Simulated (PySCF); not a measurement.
Point-charge models of `FC(F)F` against its computed dipole.

Coordinates (PBE0-D3(BJ)/def2-SVP, Å) and charges (e) from the PBE0/pcSseg-1 density (PySCF):

```
atom       x       y       z  Mulliken      IAO  Hirshfeld  ESP-fitted
  F1   0.816   0.954  -0.358   -0.2634  -0.2809    -0.0970     -0.1901
  C2   0.016  -0.026   0.043   +0.7020  +0.6973    +0.2281     +0.4961
  F3   0.426  -1.162  -0.509   -0.2636  -0.2810    -0.0970     -0.1899
  F4  -1.216   0.231  -0.380   -0.2633  -0.2808    -0.0969     -0.1900
  H5   0.032  -0.108   1.143   +0.0883  +0.1454    +0.0630     +0.0739
```

Q: Form Σ q r in debye for every column and set it beside the full dipole.

A: The full density gives (0.02, -0.12, 1.58) D, 1.59 D in size; dipole vectors point from the negative to the positive end.

```
    scheme    μx     μy    μz  size (D)  share of the full size (%)  angle to the full dipole (°)
  Mulliken  0.03  -0.16  2.21      2.21                         139                             0
       IAO  0.04  -0.19  2.62      2.63                         166                             0
 Hirshfeld  0.01  -0.07  0.97      0.98                          61                             0
ESP-fitted  0.02  -0.12  1.65      1.65                         104                             0
```

Q: Which set comes closest?

A: Length of the difference vector: ESP-fitted 0.06 D, Hirshfeld 0.61 D, Mulliken 0.62 D, IAO 1.04 D. Closest: ESP-fitted. ESP charges are fitted to the potential around the molecule, whose slowest-falling term is the dipole's. The schemes that divide the density aren't constrained to reproduce the dipole.

Q: What is left for the Hirshfeld atoms' own dipoles?

A: The Hirshfeld atoms' densities add up to the full density, so μ = Σ q r + Σ (atomic dipoles). The atomic dipoles sum to (0.02, -0.12, 1.58) − (0.01, -0.07, 0.97) = (0.01, -0.05, 0.61) D, 0.61 D in size.

Q: With the origin at the mean of the coordinates, (0.015, -0.022, -0.012) Å, which are the largest single terms, by size, of the Mulliken dipole along the direction of the full one?

A: F3 +0.51, F1 +0.51, F4 +0.51, H5 +0.49, C2 +0.19 D; all 5 atoms together +2.21 D. The single terms depend on the origin, their sum doesn't.

Q: Give the size of the full dipole in other units.

A: 1.59 D = 0.625 au = 0.331 e·Å = 5.30 × 10⁻³⁰ C·m.

Isolated species at its PBE0-D3(BJ)/def2-SVP geometry, gas phase.
